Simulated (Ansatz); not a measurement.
Theory: DFT PBEsol, scalar-relativistic, plane waves, PAW in Ansatz 0.2.0. Cutoff 420 eV, Γ-centred k meshes of 216 to 3240 points, fixed occupations in insulators, in metals Fermi–Dirac smearing of 0.15 eV (Gaussian, 0.2 eV, where magnetic), no spin polarisation. Some cells are trial structures made by swapping elements. Values of metals depend on mesh and smearing. Spin–orbit coupling is left out. Each crystal stands at its own equilibrium volume, in the symmetry named.

Order these crystals by the bulk modulus (Hill), lowest first.
A. Li3HO (Pm-3m, 5 atoms in the cell, 10.1 Å³/atom, O next to 6 Li)
B. Os (P6_3/mmc, 2 atoms in the cell, 13.9 Å³/atom, Os next to 12 Os)
C. CdTe (F-43m, 2 atoms in the cell, 34.2 Å³/atom, Cd next to 4 Te)
D. Ti8C5 (R-3m, 13 atoms in the cell, 12.1 Å³/atom, C next to 6 Ti)

Results:

C (41 GPa), A (54 GPa), D (179 GPa), B (430 GPa).

Cost: 4 runs of about 39 core-minutes in all, on Arm Neoverse V1, Arm Neoverse V2, Intel Xeon Platinum 8259CL (Skylake/Cascade Lake) (shared hosts).